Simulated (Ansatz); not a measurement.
A relaxed cell of SnO₂ is given with its symmetry left out. The cell was found from a structure generator's guess, not taken from experiment.

Method: Ansatz 0.2.0, DFT PBE+D3(BJ), scalar-relativistic, plane waves, PAW. Cutoff 420 eV, Γ-centred mesh, Gaussian smearing, no spin polarisation.

```yaml
crystal:
  lattice:
    - [3.21639, 0.00000, 0.00000]
    - [-1.60819, 2.78547, 0.00000]
    - [0.00000, 0.00000, 4.59427]
  atoms:
    - { symbol: Sn, position: [0.00000, 0.00000, 0.50000] }
    - { symbol: O, position: [0.33333, 0.66667, 0.71998] }
    - { symbol: O, position: [0.66667, 0.33333, 0.28002] }
```

Energies over the elements count from the elements' standard structures at the same level (O₂ as a molecule), with no fitted energy shifts. The references include grey tin.

Q: Find its symmetry and describe it.

A: P-3m1 (No. 164), the cadmium iodide type. Conventional cell: a = 3.216 Å, c = 4.594 Å. Sn has 6 O at 2.11 Å; around O lie 3 Sn at 2.11 Å.

Q: How far does it lie from the elements in energy?

A: −1.535 eV/atom. It lies below the elements, which doesn't yet make it stable against other compounds or structures.

Q: Is it a metal?

A: No, the gap on the 12×12×6 mesh is 1.87 eV.

Q: From what recipe could a structure generator have reached it?

A: One such recipe: close-packed anion layers stacked AB, next cell at A, with sites between them filled layer by layer (P-3m1, No. 164). Other recipes can lead to the same cell.

The last run used a 12×12×6 mesh (in the run's order of axes) for its 3-atom cell and Gaussian smearing of 0.02 eV. Kohn–Sham gaps at this level usually fall short of measured ones. A structure relaxed within its symmetry needn't be a true minimum.
